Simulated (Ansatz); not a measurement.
Runs of Ansatz 0.2.0 on GaP. Symmetry: F-43m, No. 216, cubic system. The conventional cell has a = 5.451 Å, b = 5.451 Å, c = 5.451 Å, α = 90.00°, β = 90.00°, γ = 90.00°. Around Ga (site symmetry -43m) lie 4 P at 2.36 Å. Around P (site symmetry -43m) lie 4 Ga at 2.36 Å. 

```tsv
task	level	potentials or basis	cell	k mesh	cutoff (eV)	basis error allowed	mesh quality	gap on the mesh (eV)	pressure (GPa)	relaxed volume (Å³/atom)
single point	PBE0	all-electron PAW datasets made for the crystal	as given	6 × 6 × 6	270	-	not flagged	2.96	(c)	-
single point	HSE06	all-electron PAW datasets made for the crystal	as given	4 × 4 × 4	270	-	coarse	2.31	1.2	-
relaxation of cell and atoms	PBEsol	all-electron LAPW, scalar-relativistic	relaxed	8 × 8 × 8	-	0.001 eV/atom	not flagged	1.50	0.0	(a)
band structure	PBEsol	all-electron LAPW, scalar-relativistic	as given	8 × 8 × 8	278	0.001 eV/atom	not flagged	1.52	-0.6	-
relaxation of cell and atoms	BLYP+D3(BJ)	all-electron LAPW, scalar-relativistic	relaxed	8 × 8 × 8	-	0.001 eV/atom	not flagged	1.66	0.0	(b)
```

Alike in all rows: no spin polarisation; smearing fermi-dirac 0.05 eV.

Estimate the missing entries.

(a) 20.10; (b) 20.24; (c) 0.5.

Caveats: some runs use coarse meshes.

A k mesh can miss the band edges, and the runs leave out spin-orbit coupling on Ga.

The runs don't all hold the same shells in valence.

Runs at the PBE level aren't shown here.
